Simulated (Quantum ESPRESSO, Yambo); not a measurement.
Planning a run of Yambo 5.3.0 on LiF (Griceite). The input:

```
optics
bss
bse
em1s
dipoles
rim_cut
RandQpts= 1000000
RandGvec= 1 RL
Chimod= "HARTREE"
BSKmod= "SEX"
BSEmod= "resonant"
BSSmod= "h"
BSENGexx= 30 Ry
BSENGBlk= 4 Ry
% BSEQptR
 1 | 1 |
%
% BSEBands
 4 | 7 |
%
% BEnRange
 0 | 16 | eV
%
% BDmRange
 0.1 | 0.1 | eV
%
BEnSteps= 161
% BLongDir
 1 | 0 | 0 |
%
% BndsRnXs
 1 | 22 |
%
NGsBlkXs= 4 Ry
% LongDrXs
 1 | 1 | 1 |
%
% KfnQP_E
 4.189 | 1.0 | 1.0 |
%
BSHayTrs= -0.02
```

```sh
OMP_NUM_THREADS=1 mpirun -n 4 yambo -F bse15.in -J bse15 -C bse15 > bse15.log
```

The stored states that it reads are on a 16×16×16 mesh. Symmetry: Fm-3m, No. 225, cubic system. The conventional cell has a = 4.028 Å, b = 4.028 Å, c = 4.028 Å, α = 90.00°, β = 90.00°, γ = 90.00°. Li has 6 F at 2.01 Å nearest. F has 6 Li at 2.01 Å nearest. Farther neighbours and most contacts between anions are not listed.

**Question.** Estimate wall time and host memory on 4 MPI ranks of Arm Neoverse V2, shared host.

It took 28 min; on shared hardware allow 14 min to 56 min. Peak host memory was 4.1 GiB.

The kernel grows as the square of the matrix size, and full diagonalisation as its cube.

[Paths, hosts, dates, memory and timing lines, banners, echoed tables and standing remarks are left out of the program output.]

[Logs are printed without paths, hosts, clocks, repeated set-up lines and the standing remarks that a program may print on its own settings, such as how far it seeks lower states.]

[Runs of the session that timed out or met a known fault of the program may be left out.]

[Hosts, paths, dates, database ids (printed as entryN), source tags and the programs' standing remarks are cut or masked in the printed files.]
